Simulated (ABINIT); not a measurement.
Runs of ABINIT 10.8.3 (patched build) on Ru. It takes space group P6_3/mmc (No. 194, hexagonal). Conventional cell: a = 2.706 Å, b = 2.706 Å, c = 4.282 Å, α = 90.00°, β = 90.00°, γ = 120.00°. Around Ru (site symmetry -6m2) lie 12 Ru at 2.65 to 2.71 Å. 

| task | level | potentials or basis | k mesh | mesh quality | gap on the mesh (eV) | pressure (GPa) | V0 of scaled cells (Å³/atom) | B0 (GPa) |
| --- | --- | --- | --- | --- | --- | --- | --- | --- |
| single point | PBE | JTH PAW PBE v2.0 | 9 × 9 × 5 | not flagged | none | 4.0 | - | - |
| single point | PBEsol | JTH PAW PBE v2.0 | 7 × 7 × 4 | coarse | none | (a) | - | - |
| single point | LDA | JTH PAW LDA v2.0 | 14 × 14 × 8 | not flagged | none | -12.5 | - | - |
| equation of state | LDA-PZ | JTH PAW LDA v2.0 | 11 × 11 × 6 | not flagged | - | - | 13.09 | 363 |
| equation of state | LDA-Teter | JTH PAW LDA v2.0 | 11 × 11 × 6 | not flagged | - | - | 13.09 | 363 |
| single point | PBEsol | JTH PAW PBE v2.0 | 14 × 14 × 8 | not flagged | none | -5.9 | - | - |

Alike in all rows: no spin polarisation; cell as given; cutoff (eV) 408; smearing fermi-dirac 0.05 eV.

**Question.** Estimate the missing entries.

**Answer.** (a) -5.5.

Caveats: some runs use coarse meshes; the PAW data sets were made with another functional, which shifts forces and pressure a little (some runs); pressures at fixed basis lie under the slope of the energies (some runs); the cell was scaled at fixed shape and fractional positions, which overstates the stiffness of a crystal with free parameters, most of all of layers and chains (some runs).

A k mesh can miss the band edges, and the runs leave out spin-orbit coupling on Ru.

A gap of «none» marks a metal or a gap under the smearing width.
